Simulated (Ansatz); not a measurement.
## HgTe (Coloradoite): relaxation of cell and atoms with HSE06

HgTe (Coloradoite):

```xyz
2
Lattice="0.0000 3.2145 3.2145 3.2145 0.0000 3.2145 3.2145 3.2145 0.0000" Properties=species:S:1:pos:R:3 pbc="T T T"
Hg    0.0000    0.0000    0.0000
Te    4.8217    4.8217    4.8217
```

```json
{"Program": "Ansatz 0.2.0", "Task": "relaxation of cell and atoms", "Functional": "HSE06", "Potentials or basis": "Ansatz PAW", "Cutoff": "420 eV (not typed: the program's choice for these potentials)", "k mesh": "4 × 4 × 4", "Occupations": "fermi-dirac, width 0.05 eV", "Spin": "no spin polarisation"}
```

```
Relaxed volume                         : 35.71 Å³/atom
Relaxed cell                           : a = 4.657 Å, b = 4.657 Å, c = 4.657 Å, α = 60.00°, β = 60.00°, γ = 60.00°
Space group after relaxing (to 0.05 Å) : F-43m (No. 216)
Energy gained by relaxing              : 24.6 meV/atom
Ionic steps                            : 5
Pressure after relaxing                : 0.0 GPa
Band gap on the k mesh                 : none (metal or under the smearing width)
```

The path:
```csv
step,energy change (eV),largest force (eV/Å),volume (Å³)
1,0.0000,0.0000,66.43
2,-0.0310,0.0000,74.60
3,-0.0472,0.0000,71.85
4,-0.0476,0.0000,71.42
5,-0.0493,0.0000,71.42
```

Final structure:
```yaml
crystal:
  lattice:
    - [0.00000, 3.29303, 3.29303]
    - [3.29303, 0.00000, 3.29303]
    - [3.29303, 3.29303, 0.00000]
  atoms:
    - { symbol: Hg, position: [0.00000, 0.00000, 0.00000] }
    - { symbol: Te, position: [0.75000, 0.75000, 0.75000] }
```

Levels at points of the mesh, in eV from the Fermi level:
```tsv
k point	band 16	band 17	band 18	band 19	band 20	band 21
(0.00, 0.00, 0.00)	-0.22	-0.04	-0.04	-0.04	5.04	5.04
(0.00, 0.00, -0.50)	-5.53	-1.00	-1.00	1.35	5.84	5.84
(0.00, -0.50, -0.50)	-5.56	-2.25	-2.25	2.56	3.20	8.94
```

Run time: 85 s on 2 threads of Intel(R) Xeon(R) Processor @ 2.70GHz (shared host), peak memory 0.99 GiB.

Caveat: the k mesh is coarse (spacing up to 0.42 Å⁻¹), so the values aren't converged, least of all with exact exchange; the plane-wave basis is chosen anew once the cell has moved, so the energies of steps on either side of that aren't comparable; the PAW data sets come from PBE, with cores solved anew for the run's functional, which leaves a small shift of forces and pressure. Spin-orbit coupling is left out, which matters for the levels of Hg, Te.
